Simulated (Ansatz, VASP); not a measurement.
# One calculation of Rb, two programs

```xyz
1
Lattice="-2.8060 2.8060 2.8060 2.8060 -2.8060 2.8060 2.8060 2.8060 -2.8060" Properties=species:S:1:pos:R:3 pbc="T T T"
Rb    0.0000    0.0000    0.0000
```

Alike in both runs: task single point; functional PBE; k mesh 14 × 14 × 14; occupations gaussian, width 0.15 eV; no spin polarisation.

|  | VASP | Ansatz |
| --- | --- | --- |
| version | VASP 6.6.1 | Ansatz 0.2.0 |
| potentials or method | VASP PAW PBE potentials, release 64 (Rb_sv) | scalar-relativistic, plane waves, PAW |
| plane-wave cutoff (eV) | 520 | 420 |
| valence electrons in the cell | 9 | 9 |

```csv
,VASP,Ansatz,Ansatz less VASP
gap on the k mesh at the Fermi level (eV),none,none,-
pressure (GPa),0.1,0.1,0.00
```

A gap of «none» marks a metal or a gap that the smearing closes.
